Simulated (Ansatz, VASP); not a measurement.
## One calculation of Mo, two programs

Contents of INCAR:

```
SYSTEM = Mo
ALGO = Normal
EDIFF = 1E-6
ENCUT = 520
GGA = PS
ISIF = 2
ISMEAR = -1
LASPH = .True.
LCHARG = .False.
LREAL = .False.
LWAVE = .False.
NBANDS = 13
NELM = 100
PREC = Accurate
SIGMA = 0.1
```

The input KPOINTS:

```
k-points
0
Gamma
  15 15 15
  0 0 0
```

Contents of POSCAR:

```
Mo
1.0
    2.2610860271      0.0000000000      0.0000000000
    0.0000000000      2.2610860271      0.0000000000
    0.0000000000      0.0000000000      2.2610860271
Mo
1
Direct
    0.0000000000      0.0000000000      0.0000000000
```

Input for Ansatz:

```yaml
crystal:
  lattice:
    - [2.2610860271, 0.0, 0.0]
    - [0.0, 2.2610860271, 0.0]
    - [0.0, 0.0, 2.2610860271]
  atoms:
    - { symbol: Mo, position: [0.0, 0.0, 0.0] }
kpoints:
  mp_grid: { grid: [15, 15, 15] }
scf:
  occupations: { method: fermi_dirac, width: 0.1 }
hamiltonian:
  xc: pbesol
  pseudopotentials: { kind: all_electron, lapw: { basis_error: 0.001 } }
output:
  forces: true
  stress: true
  eigenvalues: true
  populations: true
```

Change from the starting cell: volume scaled by 0.68, LAPW.

Alike in both runs: task single point; functional PBEsol; k mesh 15 × 15 × 15; occupations fermi-dirac, width 0.1 eV; no spin polarisation.

```csv
,VASP,Ansatz
version,VASP 6.6.1,Ansatz 0.2.0
potentials or method,"VASP PAW PBE potentials, release 64 (Mo_sv)","all-electron LAPW, scalar-relativistic"
plane-wave cutoff (eV),520,see its input
```

VASP gave:

| Item | Value |
| --- | --- |
| pressure (GPa) | 180.0 |

**Question.** What did Ansatz give for the same quantities?

**Answer.** Pressure (GPa): 175.7.

Ansatz ran all-electron here, so the differences hold the error of VASP's frozen core and of both bases.

Caveats: the cell as given lies far from equilibrium; so large a pressure means that the cell lies far from this level's equilibrium, or that cutoff or potentials fall short (VASP); the potentials were made for another functional, which shifts forces and pressure (VASP).
